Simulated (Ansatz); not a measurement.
# ZnF2: the cost of one run

All numbers below are computed with Ansatz 0.2.0 (DFT PBEsol, scalar-relativistic, plane waves, PAW).

4 further runs of the same task are left out: 4 set aside as unsound or not needed.

### Step 1. The system as given

The cell holds 24 atoms (F16HoZn7): a = 6.671 Å, b = 6.671 Å, c = 7.836 Å, α = 115.19°, β = 115.19°, γ = 90.00°.

The coordinates of this cell stand in the input of its own run.

The host was relaxed before at PBEsol: a = 4.717 Å, b = 4.717 Å, c = 3.129 Å, α = 90.00°, β = 90.00°, γ = 90.00° (conventional cell), 11.603 Å³/atom.

Places, in fractions of the supercell: Ho in place of Zn at (0.625, 0.125, 0.250). The start keeps the symmetry of the ideal site.

### Step 2. Band edges of the host over the zone

File input.yaml:

```yaml
crystal:
  lattice:
    - [4.7171584267, 0.0, 0.0]
    - [0.0, 4.7171584267, 0.0]
    - [0.0, 0.0, 3.1286502739]
  atoms:
    - { symbol: Zn, position: [0.5, 0.5, 0.5] }
    - { symbol: Zn, position: [0.0, 0.0, 0.0] }
    - { symbol: F, position: [0.6961638919, 0.6961638919, 0.0] }
    - { symbol: F, position: [0.8038361081, 0.1961638919, 0.5] }
    - { symbol: F, position: [0.3038361081, 0.3038361081, 0.0] }
    - { symbol: F, position: [0.1961638919, 0.8038361081, 0.5] }
basis:
  ecutwfc: 420
  xc_grid: 2
kpoints:
  mp_grid: { grid: [6, 6, 8] }
  band_path: { path: [VBM, CBM], npoints: 2 }
hamiltonian:
  xc: pbesol
scf:
  occupations: { method: gaussian, width: 0.02 }
output:
  forces: true
  stress: true
  eigenvalues: true
```

The run is started by

```bash
$ ansatz run input.yaml --threads 8 --pin off --max-ram 16384MiB --backend cpu --events-out ev --progress --plain --runs-dir out
```

Q: Estimate wall time and peak memory on 8 threads of Arm Neoverse V2, shared host.

About 3 s, with a peak of 0.45 GiB.
